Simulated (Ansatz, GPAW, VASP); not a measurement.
# NiO: programs and potentials compared

```
Ni O
1.0
     0.00000    2.08590    2.08590
     2.08590    0.00000    2.08590
     2.08590    2.08590    0.00000
Ni O
1 1
Direct
  0.00000 0.00000 0.00000
  0.50000 0.50000 0.50000
```

Alike in all runs: task band structure; functional revPBE; k mesh 11 × 11 × 11; occupations fermi-dirac, width 0.05 eV; collinear spin, ferromagnetic start; no spin-orbit coupling. A missing gap at this level doesn't show that the real crystal is a metal. The measured crystal is an antiferromagnetic insulator; the state found here is the runs' own. Pressure is positive in compression and, in plane waves, holds the error of the finite cutoff.

| program and potentials | plane-wave cutoff (eV) | notes | band gap (eV) | pressure (GPa) | net moment per atom (μB) |
| --- | --- | --- | --- | --- | --- |
| VASP, PBE PAW files Ni, O, 520 eV | 520 | potentials made for PBE; 8 valence electrons an atom on average | ? | ? | ? |
| Ansatz, all-electron LAPW, scalar-relativistic | - | - | no gap | 11.61 | 0.92 |
| GPAW, the program's PAW data sets (release 1.2.1) made for this functional | 800 | 11 valence electrons an atom on average; this data set often lies off other programs | no gap | 15.42 | 0.89 |

Task: Estimate from the other rows what the run with VASP, PBE PAW files Ni, O, 520 eV gave.

Result: No band gap; pressure 10.92 GPa; net moment per atom 0.89 μB. The other rows, which needn't bracket it: pressure 11.61 to 15.42; net moment per atom 0.89 to 0.92.
